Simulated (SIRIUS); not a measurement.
Crystal: BP.

```
B P
1.0
     3.19814    0.00000    0.00000
    -1.59907    2.76967    0.00000
     0.00000    0.00000    6.97390
B P
2 2
Direct
  0.66667 0.33333 0.00000
  0.33333 0.66667 0.50000
  0.33333 0.66667 0.00000
  0.00000 0.00000 0.50000
```

The cell was built by a generator and needn't be a form met in nature.

Base run:

| Quantity | Value |
| --- | --- |
| Program | SIRIUS 7.10.0 |
| Functional | revPBE |
| Potentials or basis | PseudoDojo 0.4.1 PBE standard (scalar relativistic) |
| Cutoff | 1054 eV |
| Density cutoff | 4214 eV |
| k mesh | 7 × 7 × 3 |
| Occupations | fermi-dirac, width 0.05 eV |
| Spin | no spin polarisation |

Its results: band gap on the k mesh 0.87 eV; pressure 3.3 GPa.

**Question.** The run is repeated on the same cell with these changes: functional from revPBE to B97-D; libxc names from ["XC_GGA_X_PBE_R", "XC_GGA_C_PBE"] to ["XC_GGA_XC_B97_D"]. What comes out?

**Answer.** Band gap on the k mesh 0.95 eV; pressure 4.0 GPa.

Caveats: the potentials were made for another functional, which shifts forces and pressure; an odd mesh through Γ misses points on the zone boundary, where band edges often lie; this functional lacks dispersion, which binds the layers, so the pressure and a relaxed spacing across them are unreliable (some runs).
